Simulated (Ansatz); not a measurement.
# Sc in Cu(111), 2x2: scattering by a point defect, part 3 of 3

Aim: the resistance that Sc in Cu(111), 2x2 adds to the host.

Ansatz 0.2.0; Ansatz plane-wave DFT, PBE, PAW files; ballistic transport by layer matching (Landauer), zero bias; PAW set soft_1 (the session's first sound run).

So far, resistivity per at.% scaled from this dense plane, with the factor 3/4 for isotropic scattering (µΩ cm): step 3 (resistance at ideal sites) 6.62.

## (5) Transmission after relaxation, relaxed yes

The transmission is solved again on the relaxed atoms.

This step: Ansatz plane-wave DFT, PBE, PAW files; ballistic transport by layer matching (Landauer), zero bias; PAW set soft_1 (Ansatz 0.2.0).

Input file input.yaml:

```yaml
crystal:
  lattice:
    - [5.1123254594, 0.0, 0.0]
    - [-2.5561627297, 4.4274037203, 0.0]
    - [-1.2780813649, 0.73790062, 22.9580794202]
  atoms:
    - { symbol: Cu, position: [0.0075757576, 0.9924242424, 0.0454545455] }
    - { symbol: Cu, position: [0.0075757576, 0.4924242424, 0.0454545455] }
    - { symbol: Cu, position: [0.5075757576, 0.9924242424, 0.0454545455] }
    - { symbol: Cu, position: [0.5075757576, 0.4924242424, 0.0454545455] }
    - { symbol: Cu, position: [0.1893939394, 0.3106060606, 0.1363636364] }
    - { symbol: Cu, position: [0.1893939394, 0.8106060606, 0.1363636364] }
    - { symbol: Cu, position: [0.6893939394, 0.3106060606, 0.1363636364] }
    - { symbol: Cu, position: [0.6893939394, 0.8106060606, 0.1363636364] }
    - { symbol: Cu, position: [0.3712121212, 0.1287878788, 0.2272727273] }
    - { symbol: Cu, position: [0.3712121212, 0.6287878788, 0.2272727273] }
    - { symbol: Cu, position: [0.8712121212, 0.1287878788, 0.2272727273] }
    - { symbol: Cu, position: [0.8712121212, 0.6287878788, 0.2272727273] }
    - { symbol: Cu, position: [0.0515293633, 0.9463279705, 0.3171882045] }
    - { symbol: Cu, position: [0.0526495888, 0.4473504112, 0.3149624461] }
    - { symbol: Cu, position: [0.5536346854, 0.9463653146, 0.3171680078] }
    - { symbol: Cu, position: [0.5536720295, 0.4484706367, 0.3171882045] }
    - { symbol: Cu, position: [0.2316561334, 0.2683438666, 0.4054046602] }
    - { symbol: Cu, position: [0.2315329115, 0.7594920689, 0.4053364221] }
    - { symbol: Cu, position: [0.7405079311, 0.2684670885, 0.4053364221] }
    - { symbol: Cu, position: [0.7351421306, 0.7648578694, 0.4094921344] }
    - { symbol: Sc, position: [0.4166666667, 0.0833333333, 0.5] }
    - { symbol: Cu, position: [0.4166666667, 0.5833333333, 0.5] }
    - { symbol: Cu, position: [0.9166666667, 0.0833333333, 0.5] }
    - { symbol: Cu, position: [0.9166666667, 0.5833333333, 0.5] }
    - { symbol: Cu, position: [0.0928254022, 0.8981995782, 0.5946635779] }
    - { symbol: Cu, position: [0.0981912027, 0.4018087973, 0.5905078656] }
    - { symbol: Cu, position: [0.6016772, 0.8983228, 0.5945953398] }
    - { symbol: Cu, position: [0.6018004218, 0.4071745978, 0.5946635779] }
    - { symbol: Cu, position: [0.279698648, 0.220301352, 0.6828319922] }
    - { symbol: Cu, position: [0.2796613038, 0.71819603, 0.6828117955] }
    - { symbol: Cu, position: [0.78180397, 0.2203386962, 0.6828117955] }
    - { symbol: Cu, position: [0.7806837446, 0.7193162554, 0.6850375539] }
    - { symbol: Cu, position: [0.4621212121, 0.0378787879, 0.7727272727] }
    - { symbol: Cu, position: [0.4621212121, 0.5378787879, 0.7727272727] }
    - { symbol: Cu, position: [0.9621212121, 0.0378787879, 0.7727272727] }
    - { symbol: Cu, position: [0.9621212121, 0.5378787879, 0.7727272727] }
    - { symbol: Cu, position: [0.1439393939, 0.8560606061, 0.8636363636] }
    - { symbol: Cu, position: [0.1439393939, 0.3560606061, 0.8636363636] }
    - { symbol: Cu, position: [0.6439393939, 0.8560606061, 0.8636363636] }
    - { symbol: Cu, position: [0.6439393939, 0.3560606061, 0.8636363636] }
    - { symbol: Cu, position: [0.3257575758, 0.1742424242, 0.9545454545] }
    - { symbol: Cu, position: [0.3257575758, 0.6742424242, 0.9545454545] }
    - { symbol: Cu, position: [0.8257575758, 0.1742424242, 0.9545454545] }
    - { symbol: Cu, position: [0.8257575758, 0.6742424242, 0.9545454545] }
kpoints:
  mp_grid: { grid: [5, 5, 1] }
hamiltonian:
  xc: pbe
  pseudopotentials: { kind: paw, azcp: { folder: soft_1 } }
scf:
  occupations: { method: fermi_dirac, width: 0.1 }
output:
  transmission:
    leads: [[0, 4]]
    kmesh: [10, 10]
    e_range: [-0.05, 0.05]
    de: 0.05
  write_potential: true
  write_density: true
  volumetric_format: npy
```

On the command line:

```bash
$ ansatz run input.yaml --threads 4 --pin off --max-ram 15360MiB --backend cpu --events-out ev --progress --plain --runs-dir out
```

Numbers of over 12 decimals in the logs are rounded to 6 here.

Log:

```text
[...]
Crystal: 44 atoms, lattice volume = 519.641 Å³
Basis set: ecut = 420 eV, 10219 PW (Γ)
Bands: 497, of which v1, the nominal top of the filled ones, is band 414 counted from 1 (413 counted from 0)
Symmetry: 4 space group operations
[...]
k-points: 9 of 25
[...]
SCF iter   1: F=—  HF=-287091.930671 eV  |F-HF|=—  |Δ(HF+E_count)|=         —  Δρ=3.79e-1  dr2=2.80e3  ethr=3.10e-3  ⟨swp⟩=4.8  Hψ=13191  notcnv=0  defer=19
[...]
SCF iter  18: F=-287018.605557 eV  HF=-287018.605557 eV  |F-HF|=1.20e-8  |Δ(HF+E_count)|=   7.16e-9  Δρ=1.33e-6  dr2=9.31e-9  ethr=1.21e-11  ⟨swp⟩=7.3  Hψ=15515  notcnv=0
SCF 1 converged in 18 iterations: F = -287018.605557 eV  dr2 = 9.31e-9
[...]
transmission: 112 of 1085 steps passed
transmission: 220 of 1085 steps passed
[...]
transmission: 1085 of 1085 steps passed
SCF converged after 18 iterations
Free energy (F): -287018.605557 eV
[...]
Internal energy: -287018.096474 eV  (E = F + TS)
E sigma→0 (E₀):  -287018.351015 eV
Entropy (-TS):   -0.509083 eV (-11.570 meV/atom)
Fermi energy:    16.495670 eV
[...]
--- Band table (eV; the first three rows and the last of 9) ---
  k-point 0: bands = [... 410 lower, 16.3978, 16.6998, 16.7301, 16.7574, 17.0155, 17.0583, 17.1317, 17.2792, ... 79 higher]
  k-point 1: bands = [... 410 lower, 16.2193, 16.2342, 16.2962, 16.3838, 16.4129, 16.5268, 16.5881, 16.7235, ... 79 higher]
  k-point 2: bands = [... 410 lower, 16.2390, 16.2562, 16.3443, 16.3627, 16.5179, 16.5900, 16.7413, 16.8594, ... 79 higher]
  k-point 8: bands = [... 410 lower, 16.2250, 16.2999, 16.3024, 16.3122, 16.4565, 16.4801, 16.6695, 16.6898, ... 79 higher]
--- Transmission ---
  basis      : 199 plane waves across, 35 finite elements along
  points     : 31, standing for a mesh of 10 x 10
[...]
channels       : 3.210000e0 a spin
[...]
junction   : crystal 0 to crystal 0, 0.70 to 21.57 Å
    transmission   : 2.289351e0 a spin
[...]
```

Run time: 2.6 min. Hardware: 4 threads of Intel Xeon Platinum 8488C (Sapphire Rapids), shared host; peak memory 5.2 GiB; 9.9 min of CPU time.

Numbers from this step:

- energy at zero smearing: -287018.3510 eV
- transmission per spin nearest the Fermi level: 2.289
- open channels per spin nearest the Fermi level: 3.21
- step of the lead's potential: 6.3 meV

Per spin. Table of transmission, zone mean by energy, zero at the Fermi level:

```
energy (eV)  transmission, zone mean
    -0.0500                     2.32
     0.0000                     2.29
     0.0500                     2.25
```

Transmission over k1 and k2. At 0.0000 eV from the Fermi level.

Ten even steps from '_' (0.05) to '@' (2.65):
```
%%%%%%@@%%%%%%%%%%%%
%%%%@@@@@@@@%%%%%%%%
%%@@@@@@**@@@@@@%%%%
%%%%@@********@@%%%%
%%%%@@@@**__**@@@@%%
%%%%%%@@********@@%%
%%%%%%@@@@@@**@@@@@@
%%%%%%%%%%@@@@@@@@%%
%%%%%%%%%%%%%%@@%%%%
%%%%%%%%%%%%%%%%%%%%
```
Columns: k1 (b1) from -0.5 to 0.4; rows upwards: k2 (b2) from -0.5 to 0.4.

Over the solved energies the transmission per spin lies between 2.25 and 2.32, out of 3.21 channels of the lead on average (up to 3.21).

## (6) Resistance after relaxation

This step: Ansatz plane-wave DFT, PBE, PAW files; ballistic transport by layer matching (Landauer), zero bias; area resistance of the defect plane and resistivity an atomic per cent; PAW set soft_1 (Ansatz 0.2.0).

This step gave:

| Property | Result |
| --- | --- |
| area resistance | 0.3673 fΩ m² |
| T over the leads' mean channel count | 0.7125 |
| resistivity per at.% scaled from this dense plane, with the factor 3/4 for isotropic scattering | 5.279 µΩ cm |

Averaged over the energies near the Fermi level, 71.2 % of the channels pass, which makes 0.367 fΩ m², against 0.461 on ideal sites.

## (7) What came out

| Item | Value |
| --- | --- |
| share of channels that pass, rigid | 0.669 |
| area resistance, rigid | 0.461 fΩ m² |
| resistivity per at.% from the area resistance, times 3/4, rigid | 6.62 µΩ cm |
| share of channels that pass, relaxed | 0.712 |
| area resistance, relaxed | 0.367 fΩ m² |
| resistivity per at.% from the area resistance, times 3/4, relaxed | 5.28 µΩ cm |

**Reading.** The plane of defects adds 0.37 fΩ m². Scaled to one atomic per cent that is 7.0 µΩ cm as it stands and 5.3 with the factor 3/4 for isotropic scattering on a spherical Fermi surface; with the reflection in place of the resistance taken as linear in the density it would be 3.8. These are rough estimates of the dilute value, not bounds. One Sc in each 2x2 cell reflects 29 % of the lead's channels. The relaxed cell differs by -20 % in resistance; between the two runs the lead's own channel count goes from 3.14 to 3.21, so sampling may have a part in it. The defects form a dense periodic sheet that scatters coherently, unlike a dilute random alloy. T and N are means over the solved energies nearest the Fermi level.

[Logs are printed without paths, hosts, clocks, repeated set-up lines and the standing remarks that a program may print on its own settings, such as how far it seeks lower states.]

[Hosts, paths, dates, database ids (printed as entryN), source tags and the programs' standing remarks are cut or masked in the printed files.]
